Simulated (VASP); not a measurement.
Input of a VASP 6.6.1 run:

File INCAR:

```
SYSTEM = Te2Mo
PREC = Accurate
ENCUT = 520
EDIFF = 1E-6
ISMEAR = -1
SIGMA = 0.05
LREAL = .False.
LASPH = .True.
NELM = 80
ALGO = Fast
ISIF = 2
LWAVE = .False.
LCHARG = .False.
LMAXMIX = 4
LDAU = .True.
LDAUTYPE = 2
LDAUL = -1 2
LDAUU = 0 4
LDAUJ = 0 0
LDAUPRINT = 1
GGA = PS
NBANDS = 64
```

KPOINTS

```
regular mesh
0
Gamma
  7 7 1
  0 0 0
```

The input POSCAR:

```
Te2Mo
1.0
    3.5613831954      0.0000000000      0.0000000000
   -1.7806915977      3.0842483198      0.0000000000
    0.0000000000      0.0000000000     38.9902681400
Te Mo
8 4
Direct
    0.3333333333      0.6666666667      0.3282231700
    0.3333333333      0.6666666667      0.9518180900
    0.6666666667      0.3333333333      0.1400809200
    0.6666666667      0.3333333333      0.7636306700
    0.6666666667      0.3333333333      0.0481819100
    0.6666666667      0.3333333333      0.6717768300
    0.3333333333      0.6666666667      0.2363693300
    0.3333333333      0.6666666667      0.8599190800
    0.6666666667      0.3333333333      0.2823380000
    0.6666666667      0.3333333333      0.9058588400
    0.3333333333      0.6666666667      0.0941411600
    0.3333333333      0.6666666667      0.7176620000
```

Potentials or basis: VASP PAW PBE potentials, release 64 (Te, Mo_sv).

Run with:

```sh
$ cat potpaw_PBE.64/Te/POTCAR potpaw_PBE.64/Mo_sv/POTCAR > POTCAR
$ mpirun -np 1 vasp_std > vasp.out
```

Question: What does it give for the largest force?

Answer: 0.119 eV/Å.

Question: Predict the band gap on the k mesh.

Answer: 1.08 eV, indirect (least direct gap 1.29 eV).

Eigenvalues of the final occupation matrices:
```tsv
site	spin	trace	eigenvalues
site 9 d	1	1.96	0.39 0.39 0.39 0.40 0.40
site 9 d	2	1.96	0.39 0.39 0.39 0.40 0.40
site 10 d	1	1.96	0.39 0.39 0.39 0.40 0.40
site 10 d	2	1.96	0.39 0.39 0.39 0.40 0.40
site 11 d	1	1.96	0.39 0.39 0.39 0.40 0.40
site 11 d	2	1.96	0.39 0.39 0.39 0.40 0.40
site 12 d	1	1.96	0.39 0.39 0.39 0.40 0.40
site 12 d	2	1.96	0.39 0.39 0.39 0.40 0.40
```

Caveat: the PAW data sets were made with another functional, which shifts forces and pressure a little; spin-orbit coupling is left out, which moves the levels of the heavy elements; the U is typed as a test and isn't derived for this compound.
